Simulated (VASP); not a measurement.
# ZrS2 (P-3m1) in VASP: a series of runs, part 2 of 2

VASP 6.6.1. The steps go on from the part before.

### Step 4. Relaxation of cell and atoms, PBE+D3(BJ)

INCAR

```
PREC     = Accurate       # precision mode
ENCUT    = 600            # plane-wave cutoff, eV
EDIFF    = 1E-6           # SCF threshold, eV
ISMEAR   = 0              # smearing method
SIGMA    = 0.03           # smearing width, eV
LREAL    = False          # projectors in reciprocal space
LASPH    = True           # aspherical terms in the spheres
NELM     = 80             # most SCF steps
ALGO     = Normal         # electronic algorithm
ISIF     = 3              # what is computed and relaxed
LWAVE    = False          # write WAVECAR
LCHARG   = False          # write CHGCAR
GGA      = PE             # functional
IVDW     = 12             # dispersion correction
IBRION   = 2              # ionic algorithm
NSW      = 90             # ionic steps
EDIFFG   = -0.01          # ionic threshold
```

KPOINTS

```
regular mesh
0
Gamma
  9 9 5
```

POSCAR

```
ZrS2
1.0
    3.6913825498      0.0000000000      0.0000000000
   -1.8456912749      3.1968310632      0.0000000000
    0.0000000000      0.0000000000      6.0410770100
Zr S
1 2
Direct
    0.0000000000      0.0000000000      0.0000000000
    0.6666666700      0.3333333300      0.7620900300
    0.3333333300      0.6666666700      0.2379099700
```

The run is started by

```console
cat potpaw_PBE.64/Zr_sv/POTCAR potpaw_PBE.64/S/POTCAR > POTCAR
mpirun -np 1 vasp_std > vasp.out
```

Run time: 5.1 min. Hardware: 1 thread of Intel Xeon Platinum 8488C (Sapphire Rapids), shared host; peak memory 0.26 GiB.

It converged, with:

| Property | Result |
| --- | --- |
| Free energy | -22.4575 eV |
| Relaxed volume | 21.84 Å³/atom |
| Relaxed cell | a = 3.635 Å, b = 3.635 Å, c = 5.725 Å, α = 90.00°, β = 90.00°, γ = 120.00° |
| Space group after relaxing (to 0.05 Å) | P-3m1 (No. 164) |
| Energy gained by relaxing | 13.6 meV/atom |
| Ionic steps | 12 |
| Pressure after relaxing | 0.0 GPa |
| Band gap on the k mesh | 0.70 eV, indirect (least direct gap 1.42 eV) |
| Dispersion energy per atom | -0.363 eV |

Forces in eV/Å, atoms in the order of the input:
```
Zr   0.000  0.000  0.000
S    0.000  0.000 -0.002
S    0.000  0.000  0.002
```

The path:
```csv
step,energy change (eV),largest force (eV/Å),pressure (GPa),volume (Å³)
1,0.0000,0.0633,-1.91,71.29
2,-0.0046,0.4994,1.84,68.40
3,-0.0109,0.3056,0.15,69.63
4,-0.0179,0.2029,0.02,69.18
5,-0.0218,0.0401,-0.18,68.48
6,-0.0279,0.0380,-0.13,67.81
7,-0.0396,0.0286,0.18,65.81
8,-0.0049,0.0661,1.74,61.81
9,-0.0399,0.0798,0.57,65.35
10,-0.0309,0.2838,-2.04,66.27
11,-0.0408,0.0047,-0.04,65.56
12,-0.0408,0.0023,-0.03,65.52
```

Final structure:
```
Zr S
1.0
     3.63517    0.00000    0.00000
    -1.81759    3.14815    0.00000
     0.00000    0.00000    5.72501
Zr S
1 2
Direct
  0.00000 0.00000 0.00000
  0.66667 0.33333 0.74487
  0.33333 0.66667 0.25513
```

Levels at points of the mesh, in eV from the valence-band top:
| k point | band 10 | band 11 | band 12 | band 13 | band 14 | band 15 |
| --- | --- | --- | --- | --- | --- | --- |
| (0.00, 0.00, 0.00) | -0.23 | -0.23 | 0.00 | 1.42 | 1.42 | 2.12 |

Caveat: an odd mesh through Γ misses points on the zone boundary, where band edges often lie.

### Step 5. Relaxation of cell and atoms, PBE+D3(BJ)

This run uses another cell than the first one, of 21.84 Å³/atom, 0.919 times its volume.

INCAR: that of step 4 with these lines changed.

```diff
@@ -2,3 +2,3 @@
 ENCUT    = 600            # plane-wave cutoff, eV
-EDIFF    = 1E-6           # SCF threshold, eV
+EDIFF    = 1E-7           # SCF threshold, eV
 ISMEAR   = 0              # smearing method
@@ -16,2 +16,2 @@
 NSW      = 90             # ionic steps
-EDIFFG   = -0.01          # ionic threshold
+EDIFFG   = -0.005         # ionic threshold
```

KPOINTS is that of step 4.

POSCAR

```
ZrS2                                    
1.0
    3.6351731701     -0.0000000000     -0.0000000000
   -1.8175865851      3.1481523125      0.0000000000
   -0.0000000000      0.0000000000      5.7250099700
  Zr              S             
     1     2
Direct
     0.0000000000000000    0.0000000000000000    0.0000000000000000
     0.6666666699999979    0.3333333300000021    0.7448742209291676
     0.3333333300000021    0.6666666699999979    0.2551257790708324
```

Potentials or basis: VASP PAW PBE potentials, release 64 (Zr_sv, S).

The run is started by

```console
cat potpaw_PBE.64/Zr_sv/POTCAR potpaw_PBE.64/S/POTCAR > POTCAR
mpirun -np 1 vasp_std > vasp.out
```

OUTCAR:

```text
PREC = Accurate
   ENCUT = 600
   EDIFF = 1E-7
   ISMEAR = 0
   LREAL = False
   LASPH = True
   NELM = 80
   ISIF = 3
   GGA = PE
   IVDW = 12
   IBRION = 2
   NSW = 90
   EDIFFG = -0.005
 IVDW          = 12

 ion  position               nearest neighbor table
   1  0.000  0.000  0.000-   2 2.56   3 2.56   2 2.56   3 2.56   2 2.56   3 2.56
   2  0.667  0.333  0.745-   1 2.56   1 2.56   1 2.56
   3  0.333  0.667  0.255-   1 2.56   1 2.56   1 2.56

  LATTYP: Found a hexagonal cell.
 ALAT       =     3.6351731701
 C/A-ratio  =     1.5748933275

  Lattice vectors:

 A1 = (   3.6351731701,   0.0000000000,   0.0000000000)
 A2 = (  -1.8175865851,   3.1481523125,   0.0000000000)
 A3 = (   0.0000000000,   0.0000000000,   5.7250099700)

[... 182 lines left out ...]

 Edisp (eV)   -1.08878

 E8    (eV) :    -0.4624
[... 114 lines left out ...]
--------------------------------------- Ionic step        4  -------------------------------------------

 number of electron      24.0000000 magnetization

 Free energy of the ion-electron system (eV)
  ---------------------------------------------------
  ext. energy  EPLUGINS =         0.00000000
  ---------------------------------------------------
  free energy    TOTEN  =       -21.36720970 eV

  energy without entropy =      -21.36720970  energy(sigma->0) =      -21.36720970

 E-fermi :   5.4358     XC(G=0):  -9.8195

 val. band max:        5.2622818689   @ k =   0.0000   0.0000   0.0000
 cond. band min:       5.9627331107   @ k =   0.0000   0.4444   0.4000
 fundamental gap:      0.7004512418
 Fermi energy:         5.4358275641

 k-point     1 :       0.0000    0.0000    0.0000
  band No.  band energies     occupation
      1     -43.8418      2.00000
      2     -21.9192      2.00000
      3     -21.7533      2.00000
      4     -21.7533      2.00000
      5      -7.7451      2.00000
      6      -6.1212      2.00000
[... 433 lines left out ...]
      3     -21.8783      2.00000
      4     -21.8037      2.00000
      5      -6.9552      2.00000
      6      -6.3285      2.00000
[... 8 lines left out ...]
     15       8.5906      0.00000
     16       9.5694      0.00000

 [... further k-points ...]

------------------------ aborting loop because EDIFF is reached ----------------------------------------

 Edisp (eV)   -1.08967

 E8    (eV) :    -0.4628
[... 26 lines left out ...]
  FREE ENERGIE OF THE ION-ELECTRON SYSTEM (eV)
  ---------------------------------------------------
  free  energy   TOTEN  =       -22.4568817370 eV

  energy  without entropy=      -22.4568817370  energy(sigma->0) =      -22.45688174

 reached required accuracy - stopping structural energy minimisation
```

It took 96 s on 1 thread of Intel Xeon Platinum 8488C (Sapphire Rapids), shared host; peak memory 0.25 GiB.

Results:

```yaml
Free_energy: -22.4569 eV
Relaxed_volume: 21.82 Å³/atom
Relaxed_cell: a = 3.634 Å, b = 3.634 Å, c = 5.724 Å, α = 90.00°, β = 90.00°, γ = 120.00°
Space_group_after_relaxing_to_0.05_Å: P-3m1 (No. 164)
Energy_gained_by_relaxing: 0.0 meV/atom
Ionic_steps: 4
Pressure_after_relaxing: 0.0 GPa
Largest_force_after_relaxing: 0.005 eV/Å
Band_gap_on_the_k_mesh: 0.70 eV, indirect (least direct gap 1.42 eV)
Dispersion_energy_per_atom: -0.363 eV
```

Forces on the atoms (eV/Å):
```
Zr   0.000  0.000  0.000
S    0.000  0.000 -0.005
S    0.000  0.000  0.005
```

Final structure:
```xyz
3
Lattice="3.6341 0.0000 0.0000 -1.8171 3.1473 0.0000 0.0000 0.0000 5.7240" Properties=species:S:1:pos:R:3 pbc="T T T"
Zr    0.0000    0.0000    5.7240
S     1.8171    1.0491    4.2631
S     0.0000    2.0982    1.4609
```

Caveat: an odd mesh through Γ misses points on the zone boundary, where band edges often lie.

### Step 6. Relaxation of cell and atoms, PBE

INCAR

```
SYSTEM = ZrS2
ALGO = Normal ; EDIFF = 1E-6
EDIFFG = -0.01 ; ENCUT = 300
GGA = PE ; IBRION = 2
ISIF = 3 ; ISMEAR = 0
LASPH = .True. ; LCHARG = .False.
LREAL = .False. ; LWAVE = .False.
NELM = 80 ; NSW = 90
PREC = Accurate ; SIGMA = 0.03
```

KPOINTS

```
k-points
0
Gamma
  5 5 3
  0 0 0
```

POSCAR

```
ZrS2
1.0
    3.6913825498      0.0000000000      0.0000000000
   -1.8456912749      3.1968310632      0.0000000000
    0.0000000000      0.0000000000      6.0410770100
Zr S
1 2
Direct
    0.0000000000      0.0000000000      0.0000000000
    0.6666666700      0.3333333300      0.7620900300
    0.3333333300      0.6666666700      0.2379099700
```

Potentials or basis: VASP PAW PBE potentials, release 64 (Zr_sv, S).

The run is started by

```console
cat potpaw_PBE.64/Zr_sv/POTCAR potpaw_PBE.64/S/POTCAR > POTCAR
mpirun -np 1 vasp_std > vasp.out
```

Wall time 65 s (1 thread of AMD EPYC 7R13 (Zen 3), shared host); peak memory 0.12 GiB.

The run converged. Its results:

```yaml
Free_energy: -21.3957 eV
Relaxed_volume: 24.27 Å³/atom
Relaxed_cell: a = 3.685 Å, b = 3.685 Å, c = 6.194 Å, α = 90.00°, β = 90.00°, γ = 120.00°
Space_group_after_relaxing_to_0.05_Å: P-3m1 (No. 164)
Energy_gained_by_relaxing: 0.9 meV/atom
Ionic_steps: 12
Pressure_after_relaxing: 0.0 GPa
Band_gap_on_the_k_mesh: 1.16 eV, indirect (least direct gap 1.66 eV)
```

Step by step:
```csv
step,energy change (eV),largest force (eV/Å),pressure (GPa),volume (Å³)
1,0.0000,0.0583,0.29,71.29
2,-0.0008,0.0628,-0.35,71.74
3,-0.0008,0.0329,-0.20,71.63
4,-0.0014,0.0340,0.01,71.52
5,-0.0014,0.0332,0.07,71.50
6,-0.0016,0.0318,0.07,71.58
7,-0.0020,0.0294,0.02,71.84
8,-0.0024,0.0230,-0.04,72.35
9,-0.0024,0.0105,-0.14,73.39
10,-0.0026,0.0158,-0.08,72.86
11,-0.0013,0.1086,0.68,72.56
12,-0.0026,0.0013,0.01,72.82
```

Final structure:
```cif
data_structure
_symmetry_space_group_name_H-M 'P 1'
_symmetry_Int_Tables_number 1
_cell_length_a 3.6846
_cell_length_b 3.6846
_cell_length_c 6.1936
_cell_angle_alpha 90.000
_cell_angle_beta 90.000
_cell_angle_gamma 120.000
_cell_volume 72.82
loop_
_atom_site_label
_atom_site_type_symbol
_atom_site_fract_x
_atom_site_fract_y
_atom_site_fract_z
_atom_site_occupancy
Zr1 Zr 0.00000 0.00000 0.00000 1
S1 S 0.66667 0.33333 0.76627 1
S2 S 0.33333 0.66667 0.23373 1
```

Levels at points of the mesh, in eV from the valence-band top:
```
           k point  band 8  band 9  band 10  band 11  band 12  band 13  band 14  band 15  band 16
(0.00, 0.00, 0.00)   -2.65   -2.65    -0.09     0.00     0.00     1.66     1.66     2.46     5.09
```

Caveat: the cutoff is under 1.25 times the usual one of these potentials, so pressure, stress and relaxed cells hold a basis-set (Pulay) error; an odd mesh through Γ misses points on the zone boundary, where band edges often lie; this functional lacks dispersion, which binds the layers, so the pressure and a relaxed spacing across them are unreliable.

### Step 7. Summary

| level | k mesh | cutoff (eV) | gap on the mesh (eV) | pressure (GPa) | relaxed volume (Å³/atom) |
| --- | --- | --- | --- | --- | --- |
| PBE | 9 × 9 × 5 | 600 | 1.15 | 0.0 | 26.23 |
| PBE+D3(BJ) | 9 × 9 × 5 | 600 | 0.70 | 0.0 | 21.82 |
| PBE | 5 × 5 × 3 | 300 | 1.16 | 0.0 | 24.27 |

Alike in all rows: task relaxation of cell and atoms; potentials or basis VASP PAW PBE potentials, release 64 (Zr_sv, S); no spin polarisation; cell relaxed; smearing gaussian 0.03 eV.

Caveats: an odd mesh through Γ misses points on the zone boundary, where band edges often lie; this functional lacks dispersion, which binds the layers, so the pressure and a relaxed spacing across them are unreliable (some runs); the cutoff is under 1.25 times the usual one of these potentials, so pressure, stress and relaxed cells hold a basis-set (Pulay) error (some runs).

Absolute energies hang on the potentials; compare differences alone.
